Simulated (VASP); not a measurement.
Runs of VASP 6.6.1 on Zr3H. The cell holds a slab with vacuum, 4 atoms: a = 3.123 Å, b = 3.123 Å, c = 21.174 Å, α = 90.00°, β = 90.00°, γ = 90.00°. 

```csv
cell,gap on the mesh (eV),largest force (eV/Å)
"H at 2/8 of the diagonal of the surface cell, 2.21 Å above the top plane",none,2.22
as given,none,0.64
"H at 4/8 of the diagonal of the surface cell, 3.11 Å above the top plane",none,1.26
"H at 0/8 of the diagonal of the surface cell, 3.11 Å above the top plane",none,(a)
```

Alike in all rows: task single point; level LDA; potentials or basis VASP PAW LDA potentials, release 64 (Zr_sv, H); no spin polarisation; k mesh 9 × 9 × 1; cutoff (eV) 520; smearing gaussian 0.1 eV.

Q: Fill in the values left out.

A: (a) 1.19.

A k mesh can miss the band edges, and the runs leave out spin-orbit coupling on Zr.

A gap of «none» marks a metal or a gap under the smearing width.
